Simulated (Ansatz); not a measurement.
# C: an axial (c/a) deformation path

The task here is to estimate one member of a computed series from the others.

A COD entry behind a cell of this session may itself be a prediction, so a difference from it is no test against experiment.

Method: DFT PBE, scalar-relativistic, plane waves, PAW, in Ansatz 0.2.0.

1 further run of the same task is left out (set aside as unsound or not needed).

**Starting point**

It takes space group P6_3/mmc (No. 194, hexagonal). The conventional cell has a = 2.512 Å, b = 2.512 Å, c = 4.180 Å, α = 90.00°, β = 90.00°, γ = 120.00°. C (site symmetry 3m) has 4 C at 1.54 to 1.57 Å as nearest neighbours.

Coordinates:

```cif
data_structure
_symmetry_space_group_name_H-M 'P 1'
_symmetry_Int_Tables_number 1
_cell_length_a 2.5116
_cell_length_b 2.5116
_cell_length_c 4.1804
_cell_angle_alpha 90.000
_cell_angle_beta 90.000
_cell_angle_gamma 120.000
_cell_volume 22.84
loop_
_atom_site_label
_atom_site_type_symbol
_atom_site_fract_x
_atom_site_fract_y
_atom_site_fract_z
_atom_site_occupancy
C1 C 0.33333 0.66667 0.06273 1
C2 C 0.66667 0.33333 0.56273 1
C3 C 0.33333 0.66667 0.43727 1
C4 C 0.66667 0.33333 0.93727 1
```

It is the result of an earlier relaxation at this level (volume 5.71 Å³/atom; gap on the mesh: 3.35 eV).

Set-up of the first run:

At fixed volume and fractional coordinates, lengths along (0.000, 0.000, 1.000) are scaled against those across it; ρ is that ratio over its starting value.

input.yaml reads:

```yaml
crystal:
  lattice:
    - [2.6513752421, 0.0, 0.0]
    - [-1.325687621, 2.2961583146, 0.0]
    - [0.0, 0.0, 3.7511056948]
  atoms:
    - { symbol: C, position: [0.3333333333, 0.6666666667, 0.0627318025] }
    - { symbol: C, position: [0.6666666667, 0.3333333333, 0.5627318025] }
    - { symbol: C, position: [0.3333333333, 0.6666666667, 0.4372681975] }
    - { symbol: C, position: [0.6666666667, 0.3333333333, 0.9372681975] }
basis:
  ecutwfc: 420
kpoints:
  mp_grid: { grid: [12, 12, 6] }
hamiltonian:
  xc: pbe
scf:
  occupations: { method: gaussian, width: 0.05 }
output:
  forces: true
  stress: true
  eigenvalues: true
```

Command:

```sh
$ ansatz run input.yaml --threads 1 --pin off --max-ram 2560MiB --backend cpu --events-out ev --progress --plain --runs-dir out
```

Steps of the session up to this table: Point ρ = 0.850; Point ρ = 1.200; At ρ = 0.920; At ρ = 1.100; Point ρ = 0.960; Point ρ = 1.050; At ρ = 0.800; Point ρ = 1.300.

One table of the session follows, with a row left open; its other results are not shown here.

It belongs to the step «The scan collected». Collected from the runs (energy zero: the undisturbed cell):

```
    ρ  ΔE (meV/atom)  pressure (GPa)  gap on the mesh (eV)
0.800          855.4            36.0                  0.56
0.850          438.0            18.7                  1.76
0.920          109.9             4.9                  3.17
0.960           25.7             1.2                  3.37
1.000            0.0             0.0                  3.35
1.050           34.8             1.2                  3.29
1.100              ?               ?                     ?
1.200          454.2            16.7                  0.03
1.300          897.9            33.3                  0.00
```

Q: Estimate the row for ρ = 1.100 from the others.

Worked estimate for «ΔE (meV/atom)». A straight line through the neighbours (1.050, 34.8) and (1.200, 454.2) gives 34.8 + (454.2 − 34.8) × (1.100 − 1.050) / (1.200 − 1.050) = 174.6; a parabola fitted to 4 rows on both sides gives 142.7.

As computed: ΔE (meV/atom): 129.6; pressure (GPa): 4.7; gap on the mesh (eV): 2.62. In «ΔE (meV/atom)» the line misses by +45.0 and the parabola by +13.1.

Where the gap reads zero, the mesh chosen for the insulator is on the coarse side.
